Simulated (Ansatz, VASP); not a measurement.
One calculation of BN, two programs

File INCAR:

```
  PREC = Accurate
  ENCUT = 600
  EDIFF = 1E-6
  ISMEAR = 0
  SIGMA = 0.01
  LREAL = F
  LASPH = T
  NELM = 80
  ALGO = Normal
  ISIF = 3
  LWAVE = F
  LCHARG = F
  GGA = PE
  IBRION = 2
  NSW = 80
  EDIFFG = -0.002
```

Contents of KPOINTS:

```
Automatic mesh
0
Gamma
  12 12 4
```

The input POSCAR:

```
BN
1.0
    2.5070000000      0.0000000000      0.0000000000
   -1.2535000000      2.1711256873      0.0000000000
    0.0000000000      0.0000000000      6.6710000000
B N
2 2
Direct
    0.3333333333      0.6666666667      0.0000000000
    0.6666666667      0.3333333333      0.5000000000
    0.6666666667      0.3333333333      0.0000000000
    0.3333333333      0.6666666667      0.5000000000
```

Input for Ansatz:

```yaml
crystal:
  lattice:
    - [2.507, 0.0, 0.0]
    - [-1.2535, 2.1711256873, 0.0]
    - [0.0, 0.0, 6.671]
  atoms:
    - { symbol: B, position: [0.3333333333, 0.6666666667, 0.0] }
    - { symbol: B, position: [0.6666666667, 0.3333333333, 0.5] }
    - { symbol: "N", position: [0.6666666667, 0.3333333333, 0.0] }
    - { symbol: "N", position: [0.3333333333, 0.6666666667, 0.5] }
scf:
  occupations: { method: fixed }
output:
  forces: true
  stress: true
  eigenvalues: true
  write_density: true
  write_potential: true
  elf: true
  volumetric_format: npy
hamiltonian:
  xc: pbe
basis:
  ecutwfc: 560
kpoints:
  mp_grid: { grid: [12, 12, 4] }
relax:
  f_tol: 0.002
  max_steps: 60
  cell: { stress_tol: 0.01, p_target: 0 }
```

Alike in both runs: task relaxation of cell and atoms; functional PBE; k mesh 12 × 12 × 4; no spin polarisation.

|  | VASP | Ansatz |
| --- | --- | --- |
| version | VASP 6.6.1 | Ansatz 0.2.0 |
| potentials or method | VASP PAW PBE potentials, release 64 (B, N) | scalar-relativistic, plane waves, PAW |
| plane-wave cutoff (eV) | 600 | 560 |
| occupations | gaussian, width 0.01 eV | fixed |
| valence electrons in the cell | 16 | 16 |

```csv
,VASP,Ansatz,Ansatz less VASP
"gap on the k mesh at the Fermi level, each at its own relaxed structure (eV)",4.47,4.35,-0.126
relaxed volume (Å³/atom),10.50,11.71,+1.213
relaxed cell length with the largest relative difference (Å),7.682,8.570,+0.8882
energy change over the relaxation (meV/atom),-9,-12,-3.1
```

One of these differences is far larger than is usual between the two programs; its cause wasn't traced.

Caveats: the volume moved by over 15 % at a fixed basis, so the end points are rough (VASP); this functional lacks dispersion, which binds the layers, so the pressure and a relaxed spacing across them are unreliable, and here the layers came unbound. A k mesh can miss the band edges.
